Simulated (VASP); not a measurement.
A run of VASP 6.6.1:

INCAR

```
  PREC = Accurate
  ENCUT = 520
  EDIFF = 1E-6
  ISMEAR = 0
  SIGMA = 0.02
  LREAL = False
  LASPH = True
  NELM = 100
  ALGO = Normal
  ISIF = 2
  LWAVE = False
  LCHARG = False
  GGA = PE
  NBANDS = 11
```

KPOINTS

```
regular mesh
0
Gamma
  8 8 8
```

The input POSCAR:

```
BeTe
1.0
    0.0000000000      2.8318047757      2.8318047757
    2.8318047757      0.0000000000      2.8318047757
    2.8318047757      2.8318047757      0.0000000000
Be Te
1 1
Direct
    0.5000000000      0.5000000000      0.5000000000
    0.7500000000      0.7500000000      0.7500000000
```

Potentials or basis: VASP PAW PBE potentials, release 64 (Be, Te).

Run with:

```bash
$ cat potpaw_PBE.64/Be/POTCAR potpaw_PBE.64/Te/POTCAR > POTCAR
$ mpirun -np 1 vasp_std > vasp.out
```

Hardware: 1 thread of Intel(R) Xeon(R) Platinum 8488C (Sapphire Rapids) (shared host).

Task: Estimate the wall time of this run.

Result: Run time: 12 s on 1 thread of Intel(R) Xeon(R) Platinum 8488C (Sapphire Rapids) (shared host), peak memory 0.17 GiB. Counts: scf iterations 13, k points 29.
